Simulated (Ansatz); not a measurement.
A nudged elastic band was laid between two geometries of a periodic cell of 17 atoms, Si (host Si, host structure diamond, interstitial Si).

Theory: DFT PBEsol, scalar-relativistic, plane waves, PAW in Ansatz. Settings: PAW set soft_1, cutoff 420 eV, k mesh 2x2x2, gaussian smearing 0.02 eV, no spin polarisation.

```yaml
movable_images: 2
climbing_image: no
spring: 5.0 eV/Å²
optimiser: quadratic models (default)
start_path: default
force_threshold: 0.05 eV/Å
iteration_limit: 50
end_points: relaxed
```

Initial state:

```xyz
17
Lattice="0.0000 5.4300 5.4300 5.4300 0.0000 5.4300 5.4300 5.4300 0.0000" Properties=species:S:1:pos:R:3
Si -0.018 -0.018 0.018
Si 1.360 1.360 1.390
Si 2.741 2.741 0.024
Si 4.076 4.079 1.354
Si 2.720 -0.003 2.710
Si 4.040 1.360 4.070
Si 5.406 2.741 2.690
Si 6.787 4.107 4.073
Si -0.003 2.719 2.711
Si 1.359 4.040 4.071
Si 2.738 5.408 2.692
Si 4.106 6.788 4.074
Si 2.719 2.719 5.433
Si 4.072 4.071 6.788
Si 5.424 5.425 5.436
Si 6.786 6.788 6.754
Si 6.791 6.794 9.500
```

Final state:

Only the atoms that move by more than 0.05 Å are listed.
```
Si17 8.152 8.147 8.142
```

Problem. Which bonds break or form, and what moves?

Solution. Contacts lost: Si1–Si17. Contacts made: Si14–Si17. The atom that moves furthest is Si17, by 2.35 Å; four of its nearest neighbours are Si1 2.39, Si11 2.39, Si3 2.39, Si7 2.39 Å at the first end and Si8 2.39, Si16 2.39, Si12 2.39, Si14 2.39 Å at the last.

Problem. What energy profile does the band end with?

Solution. The run converged. The highest image is number 1 of 0 to 3, 0.263 eV above the ends, which have the same energy within 2 meV. No image climbed, so the highest image needn't sit at the top of the path. Limits of this set-up: coarse k mesh, PAW files made for another functional, a small cell, in which the defect meets its images.

```csv
image,path coordinate (Å),energy (eV),Si1–Si17 (Å),Si14–Si17 (Å)
0,0.00,0.000,2.39,4.69
1,1.13,0.263,2.62,3.73
2,2.26,0.260,3.77,2.60
3,3.39,0.000,4.70,2.39
```

Problem. What is the geometry of the highest image?

Solution. 
```xyz
17
Lattice="0.0000 5.4300 5.4300 5.4300 0.0000 5.4300 5.4300 5.4300 0.0000" Properties=species:S:1:pos:R:3
Si 0.276 0.277 -0.276
Si 1.413 1.412 1.431
Si 2.828 2.827 0.197
Si 4.324 4.324 1.107
Si 2.655 -0.033 2.775
Si 3.999 1.412 4.018
Si 5.234 2.827 2.602
Si 6.718 4.084 4.142
Si -0.032 2.656 2.775
Si 1.412 4.000 4.018
Si 2.828 5.235 2.603
Si 4.085 6.719 4.142
Si 2.655 2.656 5.463
Si 3.941 3.941 6.920
Si 5.292 5.292 5.569
Si 6.718 6.719 6.776
Si 7.219 7.220 9.071
```

The band took 7 iterations and of the order of 100 core-seconds.

Run time: 100 s on 1 thread of Arm Neoverse V2 (shared host), peak memory 0.64 GiB.
